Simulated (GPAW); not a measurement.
Runs of GPAW 26.7.0 on Mg. Symmetry: Im-3m, No. 229, cubic system. Conventional cell: a = 3.546 Å, b = 3.546 Å, c = 3.546 Å, α = 90.00°, β = 90.00°, γ = 90.00°. Mg (site symmetry m-3m) has 8 Mg at 3.07 Å as nearest neighbours. This isn't the form of Mg at room conditions, which is hcp.

```tsv
task	level	potentials or basis	spin	cell	k mesh	cutoff (eV)	maxiter	band path	band points	convergence	optimizer	grid spacing	other keys	gap on the mesh (eV)	pressure (GPa)	moment (μB)	relaxed volume (Å³/atom)
band structure	PBE+D3(BJ)	GPAW PAW data sets (gpaw-data 1.2.1), fd	collinear, ferromagnetic start	volume scaled by 0.88	10 × 10 × 10	-	150	GHNGPH,PN	60	-	-	0.15 Å	-	-	-	0.00	-
single point	PBE	GPAW PAW data sets (gpaw-data 1.2.1), pw	off	as given	11 × 11 × 11	800	150	-	-	-	-	-	-	none	0.9	-	-
relaxation of cell and atoms	PBE+D4	JTH PAW 2.0, PBE, pw	off	relaxed	15 × 15 × 15	700	60	-	-	density=1e-05 energy=1e-05	LBFGS	-	several, not listed	none	0.0	-	(a)
relaxation of cell and atoms	r2SCAN	GPAW PAW data sets (gpaw-data 1.2.1), other valence, pw	off	relaxed	8 × 8 × 8	800	150	-	-	density=1e-05 energy=1e-05	FIRE	-	-	none	0.1	-	22.34
single point	PBE	GPAW PAW data sets (gpaw-data 1.2.1), pw	off	cell strained at random at fixed volume	11 × 11 × 11	800	150	-	-	-	-	-	-	none	0.9	-	-
single point	vdW-DF	GPAW PAW data sets (gpaw-data 1.2.1), pw	collinear, ferromagnetic start	as given	11 × 11 × 11	800	150	-	-	-	-	-	-	none	-	0.00	-
single point	rSCAN	GPAW PAW data sets (gpaw-data 1.2.1), pw	off	volume scaled by 0.96	11 × 11 × 11	800	150	-	-	-	-	-	-	none	2.4	-	-
```

Alike in all rows: smearing fermi-dirac 0.05 eV.

Q: Fill in the values left out.

A: (a) 22.27.

Caveats: the PAW data sets were made with another functional, which shifts forces and pressure a little (some runs); pairwise dispersion overbinds metals, which lowers pressure and volume (some runs); later steps reuse the first step's grids (some runs); the path's levels differ a little from those of the mesh (some runs); the cutoff is short for stress and forces, so pressures can be off by a GPa or more (some runs); the program truncates these outside data sets (some runs).

A gap of «none» marks a metal or a gap under the smearing width.

The runs don't all hold the same shells in valence.
